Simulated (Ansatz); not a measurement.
ZrO2: biaxial strain −0.86 %, plane normal [001], relaxed out of plane

The reference is ZrO₂ (space group P2_1/c, No. 14).

```yaml
crystal:
  lattice:
    - [5.18930, 0.00000, 0.00000]
    - [0.00000, 5.24180, 0.00000]
    - [-0.90344, 0.00000, 5.30261]
  atoms:
    - { symbol: Zr, position: [0.27571, 0.04384, 0.21016] }
    - { symbol: Zr, position: [0.72429, 0.54384, 0.28984] }
    - { symbol: Zr, position: [0.72429, 0.95616, 0.78984] }
    - { symbol: Zr, position: [0.27571, 0.45616, 0.71016] }
    - { symbol: O, position: [0.06488, 0.32613, 0.35022] }
    - { symbol: O, position: [0.93512, 0.82613, 0.14978] }
    - { symbol: O, position: [0.93512, 0.67387, 0.64978] }
    - { symbol: O, position: [0.06488, 0.17387, 0.85022] }
    - { symbol: O, position: [0.45109, 0.75674, 0.47528] }
    - { symbol: O, position: [0.54891, 0.25674, 0.02472] }
    - { symbol: O, position: [0.54891, 0.24326, 0.52472] }
    - { symbol: O, position: [0.45109, 0.74326, 0.97528] }
```

Cartesian axes are those of the cell as printed.

One thing is altered: biaxial strain −0.86 %, plane normal [001], relaxed out of plane (Cartesian); in-plane vectors clamped, the third vector and the atoms free.

The values are results of Kohn–Sham DFT with the PBE functional, run in Ansatz (an electronic-structure program) with PAW and 420 eV plane waves, no spin-orbit coupling, earlier PAW set, not measurements. Settings: 5×5×5 k-points, 0.05 eV Fermi–Dirac smearing.

```json
[
 {"quantity": "volume per atom", "base": "12.02 Å³", "changed": "11.91 Å³", "shift": "-0.11 Å³"},
 {"quantity": "space group", "base": "P2_1/c (No. 14)", "changed": "P2_1/c (No. 14)", "shift": "–"},
 {"quantity": "shortest interatomic distance", "base": "2.057 Å", "changed": "2.042 Å", "shift": "-0.015 Å"},
 {"quantity": "energy relative to the base (free energy F)", "base": "0 meV/atom", "changed": "+2.0 meV/atom", "shift": "+2.0 meV/atom"},
 {"quantity": "pressure (mean of the normal stresses, compression positive)", "base": "0.00 GPa", "changed": "2.10 GPa", "shift": "+2.10 GPa"},
 {"quantity": "band gap", "base": "3.66 eV", "changed": "3.73 eV", "shift": "+0.07 eV"},
 {"quantity": "gap character", "base": "indirect, Γ → Y₂", "changed": "indirect, Γ → Y₂", "shift": "–"},
 {"quantity": "smallest direct gap", "base": "3.72 eV", "changed": "3.79 eV", "shift": "+0.062 eV"},
 {"quantity": "width of the top valence band", "base": "0.68 eV", "changed": "0.65 eV", "shift": "-0.03 eV"},
 {"quantity": "valence-band top at Γ (three highest levels, from the VBM)", "base": "0.00, -0.19, -0.55 eV", "changed": "0.00, -0.14, -0.49 eV", "shift": "–"},
 {"quantity": "valley order (the lowest conduction-band minima on the path, energy above the VBM, named in the base's zone)", "base": "–", "changed": "Y₂ (1/2, 0, 0) 3.73 eV; A (1/2, 0, 1/2) 3.90 eV; Γ 4.16 eV", "shift": "–"},
 {"quantity": "out-of-plane strain", "base": "–", "changed": "+0.82 %", "shift": "–"},
 {"quantity": "ratio −ε⊥/ε∥", "base": "–", "changed": "0.96", "shift": "–"},
 {"quantity": "mean in-plane stress (compression positive)", "base": "–", "changed": "+3.2 GPa", "shift": "–"}
]
```

Stability against distortions was not tested.
